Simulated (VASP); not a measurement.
Set up this calculation in VASP 6.6.1, as the native input.

- Task: relaxation of shape and atoms at fixed volume
- Functional: LDA
- Potentials or basis: VASP PAW LDA potentials, release 64 (Ge_d, S)
- Cutoff: 600 eV
- k mesh: 4 × 8 × 6
- Occupations: gaussian, width 0.03 eV
- Spin: no spin polarisation
- Further INCAR settings: ALGO = Normal; EDIFF = 1e-07; IBRION = 2; EDIFFG = -0.01; NSW = 40; ISIF = 4

The structure of GeS lies in POSCAR:

```
GeS                                     
1.0
   10.2517242851      0.0000000000      0.0000000000
    0.0000000000      3.6656782090      0.0000000000
    0.0000000000      0.0000000000      4.1189563221
  Ge              S             
     4     4
Direct
     0.1183034955716774    0.2500000000000000    0.1193033937112272
     0.3816965044283226    0.7500000000000000    0.6193033937112271
     0.6183034955716775    0.2500000000000000    0.3806966062887728
     0.8816965044283225    0.7500000000000000    0.8806966062887729
     0.8530662885565239    0.2500000000000000    0.4927784193500989
     0.6469337114434761    0.7500000000000000    0.9927784193500988
     0.3530662885565238    0.2500000000000000    0.0072215806499011
     0.1469337114434761    0.7500000000000000    0.5072215806499012
```

The cell isn't the ideal one: a relaxed cell with its volume scaled by 1.02.

The input as run:

INCAR

```
SYSTEM = GeS
ALGO     = Normal         ! electronic algorithm
EDIFF    = 1E-7           ! SCF threshold, eV
EDIFFG   = -0.01          ! ionic threshold
ENCUT    = 600            ! plane-wave cutoff, eV
IBRION   = 2              ! ionic algorithm
ISIF     = 4              ! what is computed and relaxed
ISMEAR   = 0              ! smearing method
KPAR     = 2            
LASPH    = .True.         ! aspherical terms in the spheres
LCHARG   = .False.        ! write CHGCAR
LREAL    = .False.        ! projectors in reciprocal space
LWAVE    = .False.        ! write WAVECAR
NELM     = 80             ! most SCF steps
NSW      = 40             ! ionic steps
PREC     = Accurate       ! precision mode
SIGMA    = 0.03           ! smearing width, eV
```

KPOINTS

```
k-points
0
Gamma
  4 8 6
  0 0 0
```

Potentials or basis: VASP PAW LDA potentials, release 64 (Ge_d, S).

Command:

```console
$ cat potpaw_LDA.64/Ge_d/POTCAR potpaw_LDA.64/S/POTCAR > POTCAR
$ mpirun -np 2 vasp_std > vasp.out
```

Results of the run:

| Property | Result |
| --- | --- |
| Energy gained by relaxing | 0.8 meV/atom |
| Ionic steps | 5 |
| Pressure after relaxing | -0.8 GPa |
| Largest force after relaxing | 0.004 eV/Å |
| Band gap on the k mesh | 0.79 eV, indirect (least direct gap 1.02 eV) |

It took 5.3 min on 2 MPI ranks on Intel(R) Xeon(R) 6975P-C (Granite Rapids) (shared host), peak memory 0.5 GiB a rank.
